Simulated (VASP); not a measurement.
Input of a VASP 6.6.1 run:

File INCAR:

```
SYSTEM = Nd
PREC = Accurate
ENCUT = 520
EDIFF = 1E-6
ISMEAR = 0
SIGMA = 0.05
LREAL = .False.
LASPH = .True.
NELM = 150
ALGO = Normal
ISIF = 2
LWAVE = .False.
LCHARG = .True.
ISPIN = 2
MAGMOM = 3.76
LORBIT = 11
LMAXMIX = 6
LDAU = .True.
LDAUTYPE = 2
LDAUL = 3
LDAUU = 6
LDAUJ = 0
LDAUPRINT = 1
GGA = PE
LELF = .True.
LVHAR = .True.
NBANDS = 17
```

KPOINTS

```
Automatic mesh
0
Gamma
  8 8 8
  0 0 0
```

POSCAR

```
Nd
1.0
   -2.0493928598      2.0493928598      2.0493928598
    2.0493928598     -2.0493928598      2.0493928598
    2.0493928598      2.0493928598     -2.0493928598
Nd
1
Direct
    0.0000000000      0.0000000000      0.0000000000
```

Potentials or basis: VASP PAW PBE potentials, release 64 (Nd).

Launch:

```sh
$ cat potpaw_PBE.64/Nd/POTCAR > POTCAR
$ mpirun -np 1 vasp_std > vasp.out
```

What does it give for the band gap on the k mesh?

None (metal or under the smearing width).

Estimate the site moments.

Nd +3.37 μB.

Eigenvalues of the final occupation matrices:
```csv
site,spin,trace,eigenvalues
site 1 f,1,3.35,0.00 0.54 0.54 0.54 0.57 0.57 0.57
site 1 f,2,0.00,0.00 0.00 0.00 0.00 0.00 0.00 0.00
```

Caveat: the magnetic or orbital state may not be the lowest; spin-orbit coupling is left out, which moves the levels of the heavy elements. The state reached can hang on the start; a lower one may exist.
